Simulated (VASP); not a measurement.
A run of VASP 6.6.1:

Contents of INCAR:

```
SYSTEM = TiO2
  PREC = Accurate
  ENCUT = 520
  EDIFF = 1E-6
  ISMEAR = 0
  SIGMA = 0.02
  LREAL = .False.
  LASPH = .True.
  NELM = 60
  ALGO = Normal
  ISIF = 2
  LWAVE = .False.
  LCHARG = .False.
  LMAXMIX = 4
  GGA = PE
  NBANDS = 33
```

File KPOINTS:

```
regular mesh
0
Gamma
  10 10 10
  0 0 0
```

The input POSCAR:

```
TiO2
1.0
   -1.8993960000      1.8993960000      4.8504230000
    1.8993960000     -1.8993960000      4.8504230000
    1.8993960000      1.8993960000     -4.8504230000
Ti O
2 4
Direct
    0.0000000000      0.0000000000      0.0000000000
    0.7500000000      0.2500000000      0.5000000000
    0.2064519000      0.2064519000      0.0000000000
    0.9564519000      0.4564519000      0.5000000000
    0.5435481000      0.0435480700      0.5000000000
    0.7935481000      0.7935481000      0.0000000000
```

File KPOINTS_OPT:

```
path GXYSGZS1NPY1Z,XP
15
line-mode
reciprocal
 0.0000000000  0.0000000000  0.0000000000  G
-0.5000000000  0.5000000000  0.0000000000  X

-0.5000000000  0.5000000000  0.0000000000  X
-0.5000000000  0.5000000000 -0.0766728865  Y

-0.5000000000  0.5000000000 -0.0766728865  Y
-0.2883364432  0.2883364432 -0.2883364432  S

-0.2883364432  0.2883364432 -0.2883364432  S
 0.0000000000  0.0000000000  0.0000000000  G

 0.0000000000  0.0000000000  0.0000000000  G
 0.5000000000  0.5000000000 -0.5000000000  Z

 0.5000000000  0.5000000000 -0.5000000000  Z
 0.2883364432  0.7116635568 -0.7116635568  S1

 0.2883364432  0.7116635568 -0.7116635568  S1
 0.0000000000  0.5000000000 -0.5000000000  N

 0.0000000000  0.5000000000 -0.5000000000  N
-0.2500000000  0.7500000000 -0.2500000000  P

-0.2500000000  0.7500000000 -0.2500000000  P
 0.0766728865  0.9233271135 -0.5000000000  Y1

 0.0766728865  0.9233271135 -0.5000000000  Y1
 0.5000000000  0.5000000000 -0.5000000000  Z

-0.5000000000  0.5000000000  0.0000000000  X
-0.2500000000  0.7500000000 -0.2500000000  P
```

Potentials or basis: VASP PAW PBE potentials, release 64 (Ti_sv, O).

The run is started by

```console
$ cat potpaw_PBE.64/Ti_sv/POTCAR potpaw_PBE.64/O/POTCAR > POTCAR
$ mpirun -np 1 vasp_std > vasp.out
```

Hardware: 1 thread of Intel(R) Xeon(R) 6975P-C (Granite Rapids), with other jobs on the host.

Q: How long does it take, and how much memory?

A: Run time: 5.3 min on 1 thread of Intel(R) Xeon(R) 6975P-C (Granite Rapids), on a shared host, peak memory 0.47 GiB. Counts: scf iterations 35, k points 102.
